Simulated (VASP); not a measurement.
**GaSb: single point with PBEsol+D3(BJ)**

**What was measured.**

From a printed reference work, data compilation, for a bulk crystal of GaSb at 4.2 K: band gap 0.811 eV (direct).

Crystal: GaSb.

```xyz
2
Lattice="0.0000 3.0210 3.0210 3.0210 0.0000 3.0210 3.0210 3.0210 0.0000" Properties=species:S:1:pos:R:3 pbc="T T T"
Ga    0.0000    0.0000    0.0000
Sb    4.5315    4.5315    4.5315
```

* Program: VASP 6.6.1
* Task: single point
* Functional: PBEsol
* Dispersion: D3(BJ)
* Potentials or basis: VASP PAW PBE potentials, release 64 (Ga_d, Sb)
* Cutoff: 520 eV
* k mesh: 10 × 10 × 10
* Occupations: fermi-dirac, width 0.1 eV
* Spin: no spin polarisation

The pressure is 0.1 GPa. The band gap on the k mesh is 0.26 eV, direct and the dispersion energy per atom is -0.336 eV.

Levels at points of the mesh, in eV from the valence-band top:
| k point | band 7 | band 8 | band 9 | band 10 | band 11 | band 12 |
| --- | --- | --- | --- | --- | --- | --- |
| (0.00, 0.00, 0.00) | 0.00 | 0.00 | 0.00 | 0.26 | 2.75 | 2.75 |
| (0.50, 0.00, 0.00) | -6.59 | -1.22 | -1.22 | 0.43 | 3.72 | 3.72 |
| (0.50, 0.50, 0.00) | -7.01 | -2.72 | -2.72 | 0.80 | 1.09 | 8.91 |

Wall time 20 s on 1 thread of AMD EPYC 9R45 (Zen 5), with other jobs on the host, peak memory 0.18 GiB.

A measured gap of GaSb is 0.811 eV (direct; 4.2 K; a printed reference work, data compilation); the calculated 0.26 eV misses it by -0.55 eV. Spin-orbit coupling on Ga, Sb is left out. The value is that of PBEsol+D3(BJ) on a finite k mesh, which can miss the band edges, without temperature or zero-point motion. Semilocal functionals fall short of measured gaps as a rule.

Caveat: the PAW data sets were made with another functional, which shifts forces and pressure a little; spin-orbit coupling is left out, which moves the levels of the heavy elements.
